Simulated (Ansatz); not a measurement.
GaN built on the zincblende prototype at its r2SCAN geometry, run in Ansatz at 3 levels of theory. Non-magnetic throughout; all numbers are computed.

The PBE+SOC input:
```yaml
crystal:
  lattice:
    - [0.0, 2.2489526566, 2.2489526566]
    - [2.2489526566, 0.0, 2.2489526566]
    - [2.2489526566, 2.2489526566, 0.0]
  atoms:
    - { symbol: Ga, position: [0.0, 0.0, 0.0] }
    - { symbol: "N", position: [0.25, 0.25, 0.25] }
kpoints:
  mp_grid: { grid: [10, 10, 10] }
  band_path:
    path:
      - [0.0, 0.0, 0.0]
      - [-0.5, -0.5, 0.0]
      - [-0.375, -0.375, 0.25]
      - [-0.375, 0.0, 0.375]
      - [0.0, 0.0, 0.5]
      - [-0.5, -0.25, 0.25]
    npoints: 1
hamiltonian:
  xc: pbe
scf:
  occupations: { method: fixed }
  n_extra_bands: 8
magnetization:
  noncollinear: true
  spin_orbit: true
output:
  forces: true
  stress: true
  eigenvalues: true
```

Main results, then, where recorded, the levels near the gap in eV from the Fermi energy (columns number the bands from 0), one row a point of the path (Γ, X, U, K, L, W):
```
Crystal: 2 atoms, lattice volume = 22.749 Å³
Symmetry: 24 space group operations + 24 with time reversal
Magnetic group: BNS 216.75 (UNI 1577)
```
```
Basis set: ecut = 420 eV, 459 PW (Γ)
k-points: 47 of 1000 (time reversal used)
SCF converged after 7 iterations
Free energy (F): -4167.973933 eV
Fermi energy:    9.745879 eV
--- Stress (GPa, compression-positive) ---
        6.199499       0.000000       0.000000
        0.000000       6.199499       0.000000
        0.000000       0.000000       6.199499
  P = ⅓ Tr σ = 6.1995 GPa (61.995 kbar)
```
```tsv
band_8	band_9	band_10	band_11	band_12	band_13	band_14	band_15	band_16	band_17	band_18	band_19	band_20	band_21	band_22	band_23
-13.078	-13.078	-13.078	-13.078	-0.012	-0.012	0.000	0.000	0.000	0.000	1.752	1.752	10.126	10.126	10.452	10.452
-12.967	-12.967	-11.468	-11.468	-6.151	-6.151	-2.749	-2.749	-2.705	-2.705	3.353	3.353	6.700	6.700	11.737	11.737
-13.052	-12.978	-11.345	-11.259	-5.895	-5.888	-4.310	-4.263	-2.195	-2.190	5.004	5.005	7.905	7.908	11.083	11.115
-13.052	-12.978	-11.345	-11.259	-5.895	-5.888	-4.310	-4.263	-2.195	-2.190	5.004	5.005	7.905	7.908	11.083	11.115
-12.980	-12.980	-11.886	-11.886	-7.079	-7.079	-0.992	-0.992	-0.966	-0.966	4.676	4.676	8.747	8.747	10.327	10.327
-13.032	-13.000	-11.224	-11.139	-5.723	-5.718	-3.744	-3.728	-3.675	-3.639	6.225	6.232	8.437	8.448	10.237	10.375
```

The PBE+SOC gap is direct at Γ: 1.75 eV.

r2SCAN. Against the first input these blocks differ (the band path and keys that only write files left aside):
```yaml
hamiltonian:
  xc: r2scan
scf:
  occupations: { method: fixed }
  n_extra_bands: 4
```
(magnetization left out)

```
Basis set: ecut = 500 eV, 561 PW (Γ)
k-points: 47 of 1000 (time reversal used)
SCF converged after 8 iterations
Free energy (F): -4176.373102 eV
Fermi energy:    9.466229 eV
--- Stress (GPa, compression-positive) ---
       -0.002855       0.000000       0.000000
        0.000000      -0.002855       0.000000
        0.000000       0.000000      -0.002855
  P = ⅓ Tr σ = -0.0029 GPa (-0.029 kbar)
```
```tsv
band_4	band_5	band_6	band_7	band_8	band_9	band_10	band_11
-13.548	-13.548	0.000	0.000	0.000	2.168	11.063	11.063
-13.469	-12.014	-6.239	-2.802	-2.802	3.774	7.301	12.634
-13.508	-11.847	-5.960	-4.375	-2.252	5.483	8.602	11.937
-13.508	-11.847	-5.960	-4.375	-2.252	5.483	8.602	11.937
-13.501	-12.399	-7.190	-1.004	-1.004	5.225	9.482	11.036
-13.536	-11.732	-5.780	-3.821	-3.723	6.742	9.203	11.005
```

With r2SCAN the gap is 2.17 eV and direct, at Γ. The mean stress is close to zero (0.00 GPa).

**Question.** In the first input these blocks are replaced (the band path and keys that only write files left aside):
```yaml
kpoints:
  mp_grid: { grid: [6, 6, 6] }
hamiltonian:
  xc: hse06
output:
  eigenvalues: true
```
What comes out?

**Answer.**
```
Basis set: ecut = 420 eV, 459 PW (Γ)
k-points: 16 of 216 (time reversal used)
Exchange kernel: α = 0.2500, screened, ω = 0.2079 Å⁻¹, Wigner–Seitz truncation, v(0) = 1042.2858 eV·Å³, q-mesh 6×6×6
hybrid outer 1: dexx = +8.580e-3 eV, tail = 2.63e-5 eV
hybrid outer 2: dexx = +3.005e-7 eV, tail = 1.98e-7 eV, Δε = 2.66e-3 eV
hybrid SCF converged: 2 outer / 8 inner (+5 warm-up)
Free energy (F): -4167.783128 eV
Fermi energy:    8.918767 eV
```
```tsv
band_8	band_9	band_10	band_11	band_12	band_13	band_14	band_15	band_16	band_17	band_18	band_19	band_20	band_21	band_22	band_23
-15.274	-15.274	-15.274	-15.274	-0.021	-0.021	0.000	0.000	0.000	0.000	2.998	2.998	11.741	11.741	12.059	12.059
-15.174	-15.174	-13.095	-13.095	-6.598	-6.598	-2.954	-2.954	-2.911	-2.911	4.446	4.446	8.184	8.184	13.608	13.608
-15.254	-15.182	-12.996	-12.928	-6.271	-6.262	-4.636	-4.590	-2.361	-2.356	6.219	6.219	9.638	9.638	12.852	12.877
-15.254	-15.182	-12.996	-12.928	-6.271	-6.262	-4.636	-4.590	-2.361	-2.356	6.219	6.219	9.638	9.638	12.852	12.877
-15.183	-15.183	-13.656	-13.656	-7.585	-7.585	-1.071	-1.071	-1.038	-1.038	6.113	6.113	10.432	10.432	11.867	11.867
-15.229	-15.206	-12.869	-12.801	-6.068	-6.061	-4.057	-4.055	-3.914	-3.856	7.518	7.522	10.352	10.363	11.889	12.021
```
The HSE06+SOC gap is direct at Γ: 3.00 eV.

Small level splittings and stresses of the hybrids carry the error of their coarser meshes.

Totals of different functionals, or with and without spin-orbit coupling, can't be compared.

Only the levels marked +SOC include spin-orbit coupling.

The meshes of the hybrids are coarse, so their gaps aren't converged to the digits shown.
